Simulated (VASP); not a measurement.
Write the native input for VASP 6.6.1 that does the following.

* Task: relaxation of cell and atoms
* Functional: PBEsol
* Potentials or basis: VASP PAW PBE potentials, release 64 (B)
* Cutoff: 600 eV
* k mesh: 8 × 8 × 6
* Occupations: gaussian, width 0.1 eV
* Spin: no spin polarisation
* Dipole correction: no
* Further INCAR settings: ALGO = Fast; EDIFF = 1e-06; IBRION = 2; EDIFFG = -0.04; NSW = 90; ISIF = 3

The structure of B lies in POSCAR:

```
B
1.0
    1.2026589084     -3.8150811294      0.0000000000
    1.2026589084      3.8150811294      0.0000000000
    0.0000000000      0.0000000000      3.1828676851
B
4
Direct
    0.0980000000      0.9020000000      0.9100000000
    0.5980000000      0.4020000000      0.5900000000
    0.9020000000      0.0980000000      0.0900000000
    0.4020000000      0.5980000000      0.4100000000
```

The cell was built by a generator and needn't be a form met in nature.

One way to write it, as run:

INCAR

```
SYSTEM = B
PREC     = Accurate       ! precision mode
ENCUT    = 600            ! plane-wave cutoff, eV
EDIFF    = 1E-6           ! SCF threshold, eV
ISMEAR   = 0              ! smearing method
SIGMA    = 0.1            ! smearing width, eV
LREAL    = .False.        ! projectors in reciprocal space
LASPH    = .True.         ! aspherical terms in the spheres
NELM     = 100            ! most SCF steps
ALGO     = Fast           ! electronic algorithm
ISIF     = 3              ! what is computed and relaxed
LWAVE    = .False.        ! write WAVECAR
LCHARG   = .False.        ! write CHGCAR
GGA      = PS             ! functional
IBRION   = 2              ! ionic algorithm
NSW      = 90             ! ionic steps
EDIFFG   = -0.04          ! ionic threshold
```

KPOINTS

```
regular mesh
0
Gamma
  8 8 6
  0 0 0
```

Potentials or basis: VASP PAW PBE potentials, release 64 (B).

Run with:

```sh
$ cat potpaw_PBE.64/B/POTCAR > POTCAR
$ mpirun -np 1 vasp_std > vasp.out
```

It gave:

```
Relaxed volume                         : 6.31 Å³/atom
Relaxed cell                           : a = 3.032 Å, b = 3.032 Å, c = 3.252 Å, α = 90.00°, β = 90.00°, γ = 122.37°
Space group after relaxing (to 0.05 Å) : Cmce (No. 64)
Energy gained by relaxing              : 1498.6 meV/atom
Ionic steps                            : 35
Pressure after relaxing                : 0.1 GPa
Largest force after relaxing           : 0.008 eV/Å
Band gap on the k mesh                 : none (metal or under the smearing width)
```

Caveat: the PAW data sets were made with another functional, which shifts forces and pressure a little.

Wall time 3.8 min on 1 thread of Intel(R) Xeon(R) 6975P-C (Granite Rapids), with other jobs on the host, peak memory 0.18 GiB.
